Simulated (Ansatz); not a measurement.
# Ir: properties at the relaxed cell

An exercise on one series of results from a longer session: the logs are not shown, and one member is left open.

This is Ir in the hcp structure; at room conditions it is fcc.

Method: DFT PBEsol, scalar-relativistic, plane waves, PAW, in Ansatz 0.2.0.

2 further runs of the same task are left out: 2 set aside as unsound or not needed.

### The system as given

It takes space group P6_3/mmc (No. 194, hexagonal). The conventional cell has a = 2.719 Å, b = 2.719 Å, c = 4.408 Å, α = 90.00°, β = 90.00°, γ = 120.00°. Ir (site symmetry -6m2) has 12 Ir at 2.71 to 2.72 Å in its first shell of neighbours.

As a file:

```cif
data_structure
_symmetry_space_group_name_H-M 'P 1'
_symmetry_Int_Tables_number 1
_cell_length_a 2.7191
_cell_length_b 2.7191
_cell_length_c 4.4079
_cell_angle_alpha 90.000
_cell_angle_beta 90.000
_cell_angle_gamma 120.000
_cell_volume 28.22
loop_
_atom_site_label
_atom_site_type_symbol
_atom_site_fract_x
_atom_site_fract_y
_atom_site_fract_z
_atom_site_occupancy
Ir1 Ir 0.66667 0.33333 0.75000 1
Ir2 Ir 0.33333 0.66667 0.25000 1
```

It goes back to an entry of the Materials Project, which need not be the stable form.

This cell was relaxed beforehand with the same method: volume 14.11 Å³/atom, gap on the mesh none (metal).

The first run:

input.yaml reads:

```yaml
crystal:
  lattice:
    - [2.7190554922, 0.0, 0.0]
    - [-1.3595277461, 2.3547711306, 0.0]
    - [0.0, 0.0, 4.4079330489]
  atoms:
    - { symbol: Ir, position: [0.6666666667, 0.3333333333, 0.75] }
    - { symbol: Ir, position: [0.3333333333, 0.6666666667, 0.25] }
basis:
  ecutwfc: 420
kpoints:
  mp_grid: { grid: [18, 18, 10] }
  band_path:
    path:
      - [[0.0, 0.0, 0.0], [0.5, 0.0, 0.0], [0.33333333, 0.33333333, 0.0], [0.0, 0.0, 0.0], [0.0, 0.0, 0.5], [0.5, 0.0, 0.5], [0.33333333, 0.33333333, 0.5], [0.0, 0.0, 0.5]]
      - [[0.5, 0.0, 0.5], [0.5, 0.0, 0.0]]
      - [[0.33333333, 0.33333333, 0.5], [0.33333333, 0.33333333, 0.0]]
    npoints: 14
hamiltonian:
  xc: pbesol
scf:
  occupations: { method: gaussian, width: 0.1 }
  n_extra_bands: 6
output:
  forces: true
  stress: true
  eigenvalues: true
  populations: true
  dos: { projected: true, de: 0.02, nscf_kmesh: { grid: [27, 27, 15] } }
  bader: true
  write_density: true
  write_potential: true
  elf: true
  volumetric_format: npy
```

Launch:

```sh
> ansatz run input.yaml --threads 1 --pin off --max-ram 2560MiB --backend cpu --events-out ev --progress --plain --runs-dir out
```

Among the steps run: Static run: bands, density of states and charges; Volume × 0.97; Point at V/V0 = 1.03; The cell scaled to 0.94 of its volume; Volume × 1.06.

One of the session's tables, all rows but one given; the rest of the session is left out.

It belongs to the step «Energy against volume». 

```
volume (Å³/atom)  energy above the lowest point (meV/atom)  pressure (GPa)
          13.265                                      68.5           27.68
          13.688                                      16.0           12.59
          14.111                                       0.0           -0.01
          14.535                                         ?               ?
          14.958                                      54.3          -19.26
```

**Question.** Estimate the row for volume (Å³/atom) = 14.535.

Worked estimate for «energy above the lowest point (meV/atom)». A straight line through the neighbours (14.111, 0.0) and (14.958, 54.3) gives 0.0 + (54.3 − 0.0) × (14.535 − 14.111) / (14.958 − 14.111) = 27.2; a parabola fitted to 3 rows on both sides gives 12.8.

The run gave: energy above the lowest point (meV/atom): 14.5; pressure (GPa): -10.51. In «energy above the lowest point (meV/atom)» the line misses by +12.7 and the parabola by -1.7.
